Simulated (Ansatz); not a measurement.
# ZnSnP2: the band gap up the ladder of functionals

The task here is to estimate one member of a computed series from the others.

The runs shown are made with Ansatz 0.2.0. PAW datasets, plane waves. Calculated at 0 K for a non-magnetic cell.

## The structure to begin with

The cell was relaxed beforehand with r2SCAN.

Space group I-42d (No. 122), tetragonal; a = 5.650 Å, c = 11.327 Å in the conventional setting, 22.60 Å³ an atom. Zn has 4 P at 2.38 Å; Sn has 4 P at 2.52 Å; P has 2 Zn at 2.38 Å and 2 Sn at 2.52 Å.

Coordinates:

```cif
data_structure
_symmetry_space_group_name_H-M 'P 1'
_symmetry_Int_Tables_number 1
_cell_length_a 6.9311
_cell_length_b 6.9311
_cell_length_c 6.9311
_cell_angle_alpha 131.890
_cell_angle_beta 131.890
_cell_angle_gamma 70.403
_cell_volume 180.82
loop_
_atom_site_label
_atom_site_type_symbol
_atom_site_fract_x
_atom_site_fract_y
_atom_site_fract_z
_atom_site_occupancy
Zn1 Zn 0.75000 0.25000 0.50000 1
Zn2 Zn 0.00000 0.00000 0.00000 1
Sn1 Sn 0.25000 0.75000 0.50000 1
Sn2 Sn 0.50000 0.50000 0.00000 1
P1 P 0.37500 0.35326 0.47826 1
P2 P 0.64674 0.12500 0.02174 1
P3 P 0.10326 0.62500 0.97826 1
P4 P 0.87500 0.89674 0.52174 1
```

Set-up of the first run:

Contents of input.yaml:

```yaml
crystal:
  lattice:
    - [-2.8252091623, 2.8252091623, 5.663569224]
    - [2.8252091623, -2.8252091623, 5.663569224]
    - [2.8252091623, 2.8252091623, -5.663569224]
  atoms:
    - { symbol: Zn, position: [0.75, 0.25, 0.5] }
    - { symbol: Zn, position: [0.0, 0.0, 0.0] }
    - { symbol: Sn, position: [0.25, 0.75, 0.5] }
    - { symbol: Sn, position: [0.5, 0.5, 0.0] }
    - { symbol: P, position: [0.375, 0.3532625018, 0.4782625018] }
    - { symbol: P, position: [0.6467374982, 0.125, 0.0217374982] }
    - { symbol: P, position: [0.1032625018, 0.625, 0.9782625018] }
    - { symbol: P, position: [0.875, 0.8967374982, 0.5217374982] }
kpoints:
  mp_grid: { grid: [6, 6, 6] }
  band_path:
    path:
      - [[0.0, 0.0, 0.0], [5.662583836479e-18, -5.662583836479e-18, 0.5], [0.25, 0.25, 0.25], [-1.614918029611e-17, 0.5, 1.614918029611e-17], [0.0, 0.0, 0.0], [0.5, 0.5, -0.5], [0.3122100849612, 0.6877899150388, -0.3122100849612]]
      - [[-0.3122100849612, 0.3122100849612, 0.3122100849612], [0.0, 0.0, 0.0]]
      - [[5.662583836479e-18, -5.662583836479e-18, 0.5], [-0.1244201699223, 0.1244201699223, 0.5]]
      - [[0.5, 0.5, -0.1244201699223], [0.5, 0.5, -0.5]]
    npoints: 10
hamiltonian:
  xc: pbe
scf:
  occupations: { method: fermi_dirac, width: 0.02 }
  n_extra_bands: 6
output:
  forces: true
  stress: true
  eigenvalues: true
```

Command:

```
ansatz run input.yaml --threads 4 --pin off --max-ram 5529MiB --backend cpu --events-out ev --progress --plain --runs-dir out
```

Among the steps run: PBE bands along the symmetry lines; Single point with r2SCAN; HSE06 at the same geometry; PBE+SOC at the same geometry; Single point with PBE0.

One of the session's tables, all rows but one given; the rest of the session is left out.

| level | gap (eV) |
| --- | --- |
| PBE | 0.83 |
| r2SCAN | 1.25 |
| HSE06 | 1.68 |
| PBE+SOC | ? |
| PBE0 | 2.28 |

Q: Estimate the row for PBE+SOC from the others.

**Answer.** gap (eV): 0.81. In the column «gap (eV)» it is the lowest.

Meshes: PBE 6×6×6, r2SCAN 6×6×6, HSE06 4×4×4, PBE+SOC 6×6×6, PBE0 4×4×4

What this shows: PBE+SOC gives the least gap, 0.81 eV, and PBE0 the largest, 2.28 eV. Against HSE06, PBE is short by 0.85 eV, at 50 % of it, and r2SCAN 75 %. PBE0 lies 0.61 eV above HSE06, which differs from it by screening the long-range exchange.

Caveats from the session: Warnings in the runs' records: stress scf threshold loose, stress exchange threshold loose.
